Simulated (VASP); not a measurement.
Crystal: Ge.

```xyz
2
Lattice="0.0000 2.8289 2.8289 2.8289 0.0000 2.8289 2.8289 2.8289 0.0000" Properties=species:S:1:pos:R:3 pbc="T T T"
Ge    4.2434    4.2434    4.2434
Ge    2.8289    2.8289    2.8289
```

- Program: VASP 6.6.1
- Task: relaxation of cell and atoms
- Functional: rev-vdW-DF2
- Potentials or basis: VASP PAW PBE potentials, release 64 (Ge_d)
- Cutoff: 600 eV
- k mesh: 8 × 8 × 8
- Occupations: fermi-dirac, width 0.05 eV
- Spin: no spin polarisation

At the start: pressure 2.4 GPa; volume 22.64 Å³/atom.

Problem. How do energy, volume and symmetry change on relaxing?

Solution. Over 3 steps the energy falls by 5.9 meV/atom and the volume is 23.46 Å³/atom (+3.6 %); space group Fd-3m (No. 227, to 0.05 Å).

Step by step:
```
step  energy change (eV)  largest force (eV/Å)  pressure (GPa)  volume (Å³)
   1              0.0000                0.0000            2.39        45.28
   2             -0.0103                0.0000           -0.77        47.53
   3             -0.0118                0.0000            0.03        46.92
```

Final structure:
```
Ge
1.0
     0.00000    2.86266    2.86266
     2.86266    0.00000    2.86266
     2.86266    2.86266    0.00000
Ge
2
Cartesian
  4.2940 4.2940 4.2940
  2.8627 2.8627 2.8627
```

The cell as given is a measured one (22.64 Å³/atom); rev-vdW-DF2 puts the equilibrium volume +3.6 % from it, thermal expansion not counted.

Caveat: the PAW data sets were made with another functional, which shifts forces and pressure a little.
